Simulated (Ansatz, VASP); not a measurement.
## MgO (Periclase) in VASP and in Ansatz

```xyz
2
Lattice="0.0000 2.0185 2.0185 2.0185 0.0000 2.0185 2.0185 2.0185 0.0000" Properties=species:S:1:pos:R:3 pbc="T T T"
Mg    0.0000    0.0000    0.0000
O     2.0185    2.0185    2.0185
```

Alike in both runs: functional PBE; k mesh 13 × 13 × 13; occupations fermi-dirac, width 0.02 eV; no spin polarisation.

Ansatz relaxed the structure, and its values are those at the end. VASP's run is a single point on that final structure, the one shown.

|  | VASP | Ansatz |
| --- | --- | --- |
| version | VASP 6.6.1 | Ansatz 0.2.0 |
| potentials or method | VASP PAW PBE potentials, release 64 (Mg, O) | plane-wave PAW, scalar-relativistic |
| plane-wave cutoff (eV) | 520 | 420 |
| valence electrons in the cell | 8 | 16 |

Ansatz gave:

```
gap on the k mesh at the Fermi level (eV) : 6.08
```

Q: What did VASP give for the same quantities?

A: gap on the k mesh at the Fermi level (eV): 6.07.

The two sets of potentials don't hold the same shells in valence. Ansatz warned: «stress_scf_threshold_loose».

Caveats: an odd mesh through Γ misses points on the zone boundary, where band edges often lie.
